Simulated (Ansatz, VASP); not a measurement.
**MgI2: VASP beside Ansatz**

Contents of INCAR:

```
PREC = Accurate
ENCUT = 520
EDIFF = 1E-7
ISMEAR = 0
SIGMA = 0.05
LREAL = False
LASPH = True
NELM = 100
ALGO = Normal
ISIF = 2
LWAVE = False
LCHARG = True
GGA = PE
LELF = True
LVHAR = True
NBANDS = 15
```

The input KPOINTS:

```
Automatic mesh
0
Gamma
  6 6 4
```

The input POSCAR:

```
MgI2
1.0
    4.3165329393      0.0000000000      0.0000000000
   -2.1582664697      3.7382271817      0.0000000000
    0.0000000000      0.0000000000      8.0147218160
Mg I
1 2
Direct
    0.0000000000      0.0000000000      0.0000000000
    0.3333333333      0.6666666667      0.8050686935
    0.6666666667      0.3333333333      0.1949313065
```

Input for Ansatz:

```yaml
crystal:
  lattice:
    - [4.3165329393, 0.0, 0.0]
    - [-2.1582664697, 3.7382271817, 0.0]
    - [0.0, 0.0, 8.014721816]
  atoms:
    - { symbol: Mg, position: [0.0, 0.0, 0.0] }
    - { symbol: I, position: [0.3333333333, 0.6666666667, 0.8050686935] }
    - { symbol: I, position: [0.6666666667, 0.3333333333, 0.1949313065] }
basis:
  ecutwfc: 520.0
kpoints:
  mp_grid: { grid: [6, 6, 4] }
hamiltonian:
  xc: pbe
scf:
  occupations: { method: gaussian, width: 0.05 }
output:
  forces: true
  stress: true
  eigenvalues: true
  write_density: true
  write_potential: true
  elf: true
  volumetric_format: npy
```

Alike in both runs: task single point; functional PBE; k mesh 6 × 6 × 4; occupations gaussian, width 0.05 eV; no spin polarisation.

|  | VASP | Ansatz |
| --- | --- | --- |
| version | VASP 6.6.1 | Ansatz 0.2.0 |
| potentials or method | VASP PAW PBE potentials, release 64 (Mg, I) | scalar-relativistic, plane waves, PAW |
| plane-wave cutoff (eV) | 520 | 520 |
| valence electrons in the cell | 16 | 44 |

|  | VASP | Ansatz | Ansatz less VASP |
| --- | --- | --- | --- |
| gap on the k mesh at the Fermi level (eV) | 3.69 | 3.70 | +0.017 |
| least direct gap on the mesh (eV) | 3.75 | 3.77 | +0.014 |
| pressure (GPa) | 0.1 | 0.2 | +0.04 |
| largest component of the traceless stress (GPa) | 1.12 | 1.11 | -0.008 |
| rms of the force components (eV/Å) | 0.158 | 0.163 | +0.0045 |

Atom by atom the forces differ by 0.005 eV/Å (rms over components). The functional is the same, so the differences come from potentials, cutoffs and numerics. The two sets of potentials don't hold the same shells in valence.

Caveats: spin-orbit coupling is left out, which moves the levels of the heavy elements; this functional lacks dispersion, which binds the layers, so the pressure and a relaxed spacing across them are unreliable. A k mesh can miss the band edges.
